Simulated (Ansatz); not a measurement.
The system is Al2O3.

```
Al O
1.0
     3.01748    0.00000    0.00000
    -1.50874    2.61322    0.00000
     0.00000    0.00000    7.57464
Al O
2 3
Direct
  0.00000 0.00000 0.72205
  0.00000 0.00000 0.27795
  0.00000 0.00000 0.50000
  0.66667 0.33333 0.80055
  0.33333 0.66667 0.19945
```

Measurements of this composition are mostly on another form, of space group No. 167.

Program: Ansatz 0.2.0. Alike in all runs: task band structure; potentials or basis Ansatz PAW; no spin polarisation; cell as given.

Task: Order these runs on this cell by their pressure, lowest first.
A. level r2SCAN; k mesh 12 × 12 × 4; cutoff (eV) 500; smearing fixed; level r2scan; run kind scf
B. level PBEsol; k mesh 12 × 12 × 4; cutoff (eV) 420; smearing fixed; level pbesol; run kind scf
C. level BLYP; k mesh 10 × 10 × 4; cutoff (eV) 420; smearing fermi-dirac 0.05 eV; points for each segment of the path 14
D. level LDA; k mesh 12 × 12 × 4; cutoff (eV) 420; smearing fixed; level lda; run kind scf

Result: D (-8.3 GPa), A (-5.5 GPa), B (-3.7 GPa), C (1.3 GPa).

Caveats: the PAW data sets come from PBE, with cores solved anew for the run's functional, which leaves a small shift of forces and pressure; the potentials were made for another functional, which shifts forces and pressure (some runs).

Not every run made on this cell is shown here.
